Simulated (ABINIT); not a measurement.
A run of ABINIT 10.8.3 (patched build) is set up as follows.

File run.abi:

```
ndtset 2

pp_dirpath "./"
pseudos "Ga.LDA_PW-JTH.xml, N.LDA_PW-JTH.xml"

acell 3*1.0 Angstrom
rprim
     0.0000000000     2.2535006075     2.2535006075
     2.2535006075     0.0000000000     2.2535006075
     2.2535006075     2.2535006075     0.0000000000
ntypat 2
znucl 31 7
natom 2
typat 1 2
xred
     0.0000000000     0.0000000000     0.0000000000
     0.2500000000     0.2500000000     0.2500000000

ecut 25.0
pawecutdg 47.0

ixc 7

occopt 3
tsmear 0.05 eV

nstep 100

iomode 3
prtwf 0
prteig 0
prtebands 0
prtden1 1
prtvha1 1
prtvclmb1 1
prtpot1 1

kptopt1 1
ngkpt1 10 10 10
nshiftk1 1
shiftk1 0.0 0.0 0.0
nband1 13
tolvrs1 1.0e-9

iscf2 -2
getden2 1
nband2 17
nbdbuf2 2
tolwfr2 1.0e-12
kptopt2 -9
ndivsm2 5
prteig2 1
kptbounds2
     0.0000000000     0.0000000000     0.0000000000
     0.5000000000     0.0000000000     0.5000000000
     0.5000000000     0.2500000000     0.7500000000
     0.3750000000     0.3750000000     0.7500000000
     0.0000000000     0.0000000000     0.0000000000
     0.5000000000     0.5000000000     0.5000000000
     0.6250000000     0.2500000000     0.6250000000
     0.5000000000     0.2500000000     0.7500000000
     0.5000000000     0.5000000000     0.5000000000
     0.3750000000     0.3750000000     0.7500000000
```

Potentials or basis: JTH PAW LDA v2.0.

Run with:

```console
$ abinit run.abi > log 2>&1
```

What does it give for the band gap on the k mesh?

1.73 eV, direct.

Levels at the corners of the path, in eV from the valence-band top:
| point | band 5 | band 6 | band 7 | band 8 | band 9 | band 10 | band 11 | band 12 | band 13 | band 14 |
| --- | --- | --- | --- | --- | --- | --- | --- | --- | --- | --- |
| Γ | -13.22 | -13.22 | 0.00 | 0.00 | 0.00 | 1.73 | 10.10 | 10.10 | 10.10 | 17.28 |
| X | -13.14 | -11.37 | -6.22 | -2.74 | -2.74 | 3.25 | 6.46 | 11.50 | 13.75 | 13.75 |
| W | -13.21 | -11.07 | -5.79 | -3.74 | -3.69 | 6.12 | 8.21 | 10.15 | 10.91 | 15.03 |
| K | -13.18 | -11.20 | -5.96 | -4.31 | -2.20 | 4.88 | 7.70 | 10.88 | 12.65 | 13.42 |
| Γ | -13.22 | -13.22 | 0.00 | 0.00 | 0.00 | 1.73 | 10.10 | 10.10 | 10.10 | 17.28 |
| L | -13.17 | -11.84 | -7.13 | -0.98 | -0.98 | 4.52 | 8.60 | 10.19 | 10.19 | 15.39 |
| U | -13.18 | -11.20 | -5.96 | -4.31 | -2.20 | 4.88 | 7.70 | 10.88 | 12.65 | 13.42 |
| W | -13.21 | -11.07 | -5.79 | -3.74 | -3.69 | 6.12 | 8.21 | 10.15 | 10.91 | 15.03 |
| L | -13.17 | -11.84 | -7.13 | -0.98 | -0.98 | 4.52 | 8.60 | 10.19 | 10.19 | 15.39 |
| K | -13.18 | -11.20 | -5.96 | -4.31 | -2.20 | 4.88 | 7.70 | 10.88 | 12.65 | 13.42 |

**Measured values to compare with.**

A printed reference work, textbook reports, for a bulk crystal of GaN at 0 K: band gap 3.299 eV (direct).

A measured gap of GaN is 3.299 eV (direct; 0 K; a printed reference work, textbook); the calculated 1.73 eV misses it by -1.57 eV. Spin-orbit coupling on Ga is left out. The value is that of LDA, without temperature or zero-point motion. Semilocal functionals fall short of measured gaps as a rule. The cell is a database's relaxed one, not the measured one, which moves gaps too.
